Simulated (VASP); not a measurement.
# KCl (Sylvite) (Fm-3m) in VASP: single point with PBEsol+D3(BJ)

Aim: the single point of KCl (Sylvite) with PBEsol+D3(BJ).

All numbers are computed with VASP 6.6.1; they aren't measurements. Logs are shortened: lines on timing, memory, paths and dates and some standing lists are left out, and cuts for length are marked.

**The experiment to reproduce.**

A printed reference work, monograph reports, for a bulk crystal of KCl: band gap 8.68 eV.

The results are compared with them further down.

### 1 The cell of the first run

Symmetry: Fm-3m, No. 225, cubic system. Conventional cell: a = 6.293 Å, b = 6.293 Å, c = 6.293 Å, α = 90.00°, β = 90.00°, γ = 90.00°. Within 4.1 Å of K (site symmetry m-3m) lie 6 Cl at 3.15 Å. Cl (site symmetry m-3m) has 6 K at 3.15 Å within 4.1 Å.

### 2 Single point, PBEsol+D3(BJ)

The input, INCAR:

```
  PREC = Accurate
  ENCUT = 500
  EDIFF = 1E-6
  ISMEAR = -1
  SIGMA = 0.15
  LREAL = F
  LASPH = T
  NELM = 120
  ALGO = Normal
  ISIF = 2
  LWAVE = F
  LCHARG = F
  GGA = PS
  IVDW = 12
  NBANDS = 15
  GGA_COMPAT = F
```

The input, KPOINTS:

```
regular mesh
0
Gamma
  5 5 5
```

The input, POSCAR:

```
KCl
1.0
    0.0000000000      3.1464700000      3.1464700000
    3.1464700000      0.0000000000      3.1464700000
    3.1464700000      3.1464700000      0.0000000000
K Cl
1 1
Direct
    0.0000000000      0.0000000000      0.0000000000
    0.5000000000      0.5000000000      0.5000000000
```

Potentials or basis: VASP PAW PBE potentials, release 64 (K_sv, Cl).

Started as:

```
> cat potpaw_PBE.64/K_sv/POTCAR potpaw_PBE.64/Cl/POTCAR > POTCAR
> mpirun -np 1 vasp_std > vasp.out
```

OUTCAR:

```text
PREC = Accurate
   ENCUT = 500
   EDIFF = 1E-6
   ISMEAR = -1
   LREAL = F
   LASPH = T
   NELM = 120
   ISIF = 2
   GGA = PS
   IVDW = 12
 IVDW          = 12

 ion  position               nearest neighbor table
   1  0.000  0.000  0.000-   2 3.15   2 3.15   2 3.15   2 3.15   2 3.15   2 3.15
   2  0.500  0.500  0.500-   1 3.15   1 3.15   1 3.15   1 3.15   1 3.15   1 3.15

  LATTYP: Found a face centered cubic cell.
 ALAT       =     6.2929400000

  Lattice vectors:

 A1 = (   0.0000000000,   3.1464700000,   3.1464700000)
 A2 = (   3.1464700000,   0.0000000000,   3.1464700000)
 A3 = (   3.1464700000,   3.1464700000,   0.0000000000)

Analysis of symmetry for initial positions (statically):
=====================================================================
 Subroutine PRICEL returns:
 Original cell was already a primitive cell.

 Routine SETGRP: Setting up the symmetry group for a
 face centered cubic supercell.

 Subroutine GETGRP returns: Found 48 space group operations
[... 9 lines left out ...]

 Routine SETGRP: Setting up the symmetry group for a
 face centered cubic supercell.

 Subroutine GETGRP returns: Found 48 space group operations
[... 11 lines left out ...]
                                     Primitive cell

  volume of cell :      62.3018

  direct lattice vectors                    reciprocal lattice vectors
     0.000000000  3.146470000  3.146470000    -0.158908237  0.158908237  0.158908237
     3.146470000  0.000000000  3.146470000     0.158908237 -0.158908237  0.158908237
     3.146470000  3.146470000  0.000000000     0.158908237  0.158908237 -0.158908237

  length of vectors
     4.449780548  4.449780548  4.449780548     0.275237140  0.275237140  0.275237140

  position of ions in fractional coordinates (direct lattice)
     0.000000000  0.000000000  0.000000000
     0.500000000  0.500000000  0.500000000

  ion indices of the primitive-cell ions
   primitive index   ion index
                 1           1
                 2           2

----------------------------------------------------------------------------------------

 KPOINTS: regular mesh

Automatic generation of k-mesh.
 Grid dimensions read from file:
 generate k-points for:    5    5    5

 Generating k-lattice:

  Cartesian coordinates                     Fractional coordinates (reciprocal lattice)
    -0.031781647  0.031781647  0.031781647     0.200000000  0.000000000  0.000000000
     0.031781647 -0.031781647  0.031781647     0.000000000  0.200000000  0.000000000
     0.031781647  0.031781647 -0.031781647     0.000000000  0.000000000  0.200000000

  Length of vectors
     0.055047428  0.055047428  0.055047428

  Shift w.r.t. Gamma in fractional coordinates (k-lattice)
     0.000000000  0.000000000  0.000000000

 Subroutine IBZKPT returns following result:
 ===========================================

 Found     10 irreducible k-points:

 Following reciprocal coordinates:
            Coordinates               Weight
  0.000000  0.000000  0.000000      1.000000
  0.200000  0.000000  0.000000      8.000000
  0.400000  0.000000  0.000000      8.000000
  0.200000  0.200000  0.000000      6.000000
  0.400000  0.200000  0.000000     24.000000
 -0.400000  0.200000  0.000000     24.000000
 -0.200000  0.200000  0.000000     12.000000
  0.400000  0.400000  0.000000      6.000000
 -0.400000  0.400000  0.000000     12.000000
 -0.400000  0.400000  0.200000     24.000000
   k-points           NKPTS =     10   k-points in BZ     NKDIM =     10   number of bands    NBANDS=     15
   number of dos      NEDOS =    301   number of ions     NIONS =      2
   total plane-waves  NPLWV =  32768
   dimension x,y,z NGX =    32 NGY =   32 NGZ =   32
   dimension x,y,z NGXF=    64 NGYF=   64 NGZF=   64
   ions per type =               1   1
   NGX,Y,Z   is equivalent  to a cutoff of  11.96, 11.96, 11.96 a.u.
   NGXF,Y,Z  is equivalent  to a cutoff of  23.91, 23.91, 23.91 a.u.
 SYSTEM =  unknown system
   PREC   = accura    normal or accurate (medium, high low for compatibility)
   ISTART =      0    job   : 0-new  1-cont  2-samecut
   ICHARG =      2    charge: 1-file 2-atom 10-const
   ISPIN  =      1    spin polarized calculation?
   LNONCOLLINEAR =      F non collinear calculations
   LSORBIT =      F    spin-orbit coupling
   LASPH  =      T    aspherical Exc in radial PAW
   ENCUT  =  500.0 eV  36.75 Ry    6.06 a.u.   8.11  8.11  8.11*2*pi/ulx,y,z
   NELM   =    120;   NELMIN=  2; NELMDL= -5     # of ELM steps
   EDIFF  = 0.1E-05   stopping-criterion for ELM
   LREAL  =      F    real-space projection
   EDIFFG = 0.1E-04   stopping-criterion for IOM
   NSW    =      0    number of steps for IOM
   IBRION =     -1    ionic relax: 0-MD 1-quasi-New 2-CG
   NFREE  =      0    steps in history (QN), initial steepest desc. (CG)
   ISIF   =      2    stress and relaxation
   ISYM   =      2    0-nonsym 1-usesym 2-fastsym
   POTIM  = 0.5000    time-step for ionic-motion
   TEBEG  =    0.0;   TEEND  =   0.0 temperature during run
   PSTRESS=    0.0 pullay stress
   NELECT =      16.0000    total number of electrons
   NUPDOWN=      -1.0000    fix difference up-down
   EMIN   =  10.00;   EMAX   =-10.00  energy-range for DOS
   EFERMI =   0.00;   METHOD = LEGACY
   ISMEAR =    -1;   SIGMA  =   0.15  broadening in eV -4-tet -1-fermi 0-gaus
   EFERMI_NEDOS =   21; number of points for ismear=-14 and -15
   IALGO  =     38    algorithm
   IMIX   =      4    mixing-type and parameters
     AMIX     =   0.40;   BMIX     =  1.00
     AMIX_MAG =   1.60;   BMIX_MAG =  1.00
  volume/ion in A,a.u.               =      31.15       210.22
  Fermi-wavevector in a.u.,A,eV,Ry     =   1.040594  1.966437 14.732871  1.082835
  Thomas-Fermi vector in A             =   2.175177
   LORBIT       =      0    0 simple, 1 ext, 2 COOP (PROOUT), +10 PAW based schemes
   GGA     = PS    functional components
   LHFCALC =     F    Hartree Fock is set to
   AEXX    =    0.0000 exact exchange contribution
   IVDW    =    12    specifies the selected vdW correction
   LEPSILON=     F    determine dielectric tensor
   LRPA    =     F    only Hartree local field effects (RPA)
 non-spin polarized calculation
  energy-cutoff  :      500.00
  volume of cell :       62.30
 maximum number of plane-waves:      1596
   NGX = 17   NGY = 17   NGZ = 17

 number of electron      16.0000001 magnetization

 Free energy of the ion-electron system (eV)
  ---------------------------------------------------
  ext. energy  EPLUGINS =         0.00000000
  ---------------------------------------------------
  free energy    TOTEN  =        -7.02196576 eV

  energy without entropy =       -7.02196573  energy(sigma->0) =       -7.02196574

 E-fermi :   0.8911     XC(G=0):  -7.7201

 val. band max:       -1.9056316991   @ k =   0.0000   0.0000   0.0000
 cond. band min:       3.1167269275   @ k =   0.0000   0.0000   0.0000
 fundamental gap:      5.0223586266
 Fermi energy:         0.8911296853

 k-point     1 :       0.0000    0.0000    0.0000
  band No.  band energies     occupation
      1     -28.9503      2.00000
      2     -13.9969      2.00000
      3     -12.4765      2.00000
      4     -12.4765      2.00000
      5     -12.4765      2.00000
      6      -1.9056      2.00000
      7      -1.9056      2.00000
      8      -1.9056      2.00000
      9       3.1167      0.00000
     10       6.3892      0.00000
     11       6.3892      0.00000
     12       6.3892      0.00000
     13       7.2747      0.00000
     14       7.2747      0.00000
     15      10.8431      0.00000

 k-point     2 :       0.2000    0.0000    0.0000
  band No.  band energies     occupation
      1     -28.9464      2.00000
      2     -14.0653      2.00000
      3     -12.4798      2.00000
      4     -12.4798      2.00000
      5     -12.3892      2.00000
      6      -2.3431      2.00000
      7      -2.0265      2.00000
      8      -2.0265      2.00000
      9       4.0003      0.00000
     10       6.1646      0.00000
     11       6.8844      0.00000
     12       6.8844      0.00000
     13       7.8066      0.00000
     14       7.8066      0.00000
     15      11.9582      0.00000

 k-point     3 :       0.4000    0.0000    0.0000
  band No.  band energies     occupation
      1     -28.9402      2.00000
      2     -14.1635      2.00000
      3     -12.4852      2.00000
      4     -12.4852      2.00000
      5     -12.2597      2.00000
      6      -2.9062      2.00000
      7      -2.2094      2.00000
      8      -2.2094      2.00000
      9       5.3306      0.00000
     10       6.4194      0.00000
     11       8.1459      0.00000
     12       8.1459      0.00000
     13       9.0084      0.00000
     14       9.0084      0.00000
     15      10.4463      0.00000

 k-point     4 :       0.2000    0.2000    0.0000
  band No.  band energies     occupation
      1     -28.9452      2.00000
      2     -14.0467      2.00000
      3     -12.4963      2.00000
      4     -12.4963      2.00000
      5     -12.3952      2.00000
      6      -2.4358      2.00000
      7      -2.0018      2.00000
      8      -2.0018      2.00000
      9       4.1646      0.00000
     10       5.5108      0.00000
     11       7.3876      0.00000
     12       7.3876      0.00000
     13       7.5767      0.00000
     14       8.2242      0.00000
     15      12.0298      0.00000
[... 55 lines left out ...]
 k-point     8 :       0.4000    0.4000    0.0000
  band No.  band energies     occupation
      1     -28.9373      2.00000
      2     -13.9422      2.00000
      3     -12.5541      2.00000
      4     -12.5288      2.00000
      5     -12.5288      2.00000
      6      -2.6165      2.00000
      7      -2.1185      2.00000
      8      -2.1185      2.00000
      9       4.6177      0.00000
     10       5.8755      0.00000
     11       8.1633      0.00000
     12       8.2956      0.00000
     13       9.1406      0.00000
     14       9.4510      0.00000
     15       9.4510      0.00000

 k-point     9 :      -0.4000    0.4000    0.0000
  band No.  band energies     occupation
      1     -28.9360      2.00000
      2     -13.9637      2.00000
      3     -12.6075      2.00000
      4     -12.5224      2.00000
      5     -12.4572      2.00000
      6      -2.5182      2.00000
      7      -2.3721      2.00000
      8      -2.1824      2.00000
      9       5.0036      0.00000
     10       6.9748      0.00000
     11       7.2905      0.00000
     12       8.2851      0.00000
     13       8.7325      0.00000
     14       9.3870      0.00000
     15      10.4018      0.00000

 k-point    10 :      -0.4000    0.4000    0.2000
  band No.  band energies     occupation
      1     -28.9367      2.00000
      2     -14.0202      2.00000
      3     -12.5588      2.00000
      4     -12.5497      2.00000
      5     -12.3844      2.00000
      6      -2.6021      2.00000
      7      -2.2983      2.00000
      8      -2.2904      2.00000
      9       5.6020      0.00000
     10       6.2445      0.00000
     11       7.5158      0.00000
     12       8.3503      0.00000
     13       9.2739      0.00000
     14       9.2750      0.00000
     15      10.1104      0.00000

------------------------ aborting loop because EDIFF is reached ----------------------------------------

 Edisp (eV)   -0.37451

 E8    (eV) :    -0.2540

  FORCE on cell =-STRESS in cart. coord.  units (eV):
  Direction    XX          YY          ZZ          XY          YZ          ZX
  --------------------------------------------------------------------------------------
  -------------------------------------------------------------------------------------
  Total      -0.53801    -0.53801    -0.53801     0.00000     0.00000    -0.00000
  in kB     -13.83576   -13.83576   -13.83576     0.00000     0.00000    -0.00000
  external pressure =      -13.84 kB  Pullay stress =        0.00 kB

 VOLUME and BASIS-vectors are now :
 -----------------------------------------------------------------------------
  energy-cutoff  :      500.00
  volume of cell :       62.30
      direct lattice vectors                 reciprocal lattice vectors
     0.000000000  3.146470000  3.146470000    -0.158908237  0.158908237  0.158908237
     3.146470000  0.000000000  3.146470000     0.158908237 -0.158908237  0.158908237
     3.146470000  3.146470000  0.000000000     0.158908237  0.158908237 -0.158908237

 POSITION                                       TOTAL-FORCE (eV/Angst)
 -----------------------------------------------------------------------------------
      0.00000      0.00000      0.00000        -0.000000      0.000000     -0.000000
      3.14647      3.14647      3.14647         0.000000      0.000000      0.000000
 -----------------------------------------------------------------------------------
    total drift:                                0.000000     -0.000000     -0.000000

  FREE ENERGIE OF THE ION-ELECTRON SYSTEM (eV)
  ---------------------------------------------------
  free  energy   TOTEN  =        -7.3964804492 eV

  energy  without entropy=       -7.3964804163  energy(sigma->0) =       -7.39648043
```

It took 5.8 s on 1 thread of Intel Xeon Platinum 8559C (Emerald Rapids), shared host; peak memory 0.18 GiB.

What came out:

```yaml
Free_energy: -7.3965 eV
Pressure: -1.4 GPa
Band_gap_on_the_k_mesh: 5.02 eV, direct
Dispersion_energy_per_atom: -0.187 eV
```

Caveat: the PAW data sets were made with another functional, which shifts forces and pressure a little.

### 3 Against experiment

Step 2. A measured gap of KCl is 8.68 eV (a printed reference work, monograph); the calculated 5.02 eV misses it by -3.66 eV. The value is that of PBEsol+D3(BJ), without temperature or zero-point motion. Semilocal functionals fall short of measured gaps as a rule.
